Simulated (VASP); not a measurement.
**Ge: single point with PBE**

**Experimental background.**

From “Electronic and optical properties of SixGe1-x-ySny alloys lattice-matched to Ge”, 2021, arxiv:2109.02782, for a bulk crystal of Ge at 293 K: band gap 0.666 eV (indirect).

Crystal: Ge.

```
Ge
1.0
     0.00000    2.82891    2.82891
     2.82891    0.00000    2.82891
     2.82891    2.82891    0.00000
Ge
2
Direct
  0.75000 0.75000 0.75000
  0.50000 0.50000 0.50000
```

```yaml
Program: VASP 6.6.1
Task: single point
Functional: PBE
Potentials_or_basis: VASP PAW PBE potentials, release 64 (Ge_d)
Cutoff: 520 eV
k_mesh: 8 × 8 × 8
Occupations: gaussian, width 0.026 eV
Spin: no spin polarisation
Further_INCAR_settings: ALGO = Fast; EDIFF = 1e-06; NBANDS = 21
```

- Pressure: 3.5 GPa
- Band gap on the k mesh: 0.03 eV, direct

Levels at points of the mesh, in eV from the valence-band top:
```tsv
k point	band 10	band 11	band 12	band 13	band 14	band 15	band 16	band 17	band 18	band 19
(0.00, 0.00, 0.00)	-24.56	-12.77	0.00	0.00	0.00	0.03	2.55	2.55	2.55	6.43
(0.50, 0.00, 0.00)	-24.53	-10.68	-7.60	-1.41	-1.41	0.18	3.75	3.75	7.13	10.57
(0.50, 0.50, 0.00)	-24.51	-8.89	-8.89	-3.07	-3.07	0.75	0.75	9.52	9.52	11.61
```

It took 25 s on 1 thread of Intel(R) Xeon(R) Platinum 8488C (Sapphire Rapids), on a shared host, peak memory 0.16 GiB.

A measured gap of Ge is 0.666 eV (indirect; 293 K; “Electronic and optical properties of SixGe1-x-ySny alloys lattice-matched to Ge”, 2021, arxiv:2109.02782); the calculated 0.03 eV misses it by -0.63 eV. 3 values of this kind are on record (0.666 to 0.807 eV); this one was drawn at random among those near their median. Spin-orbit coupling on Ge is left out. The value is that of PBE on a finite k mesh, which can miss the band edges, without temperature or zero-point motion. Semilocal functionals fall short of measured gaps as a rule.
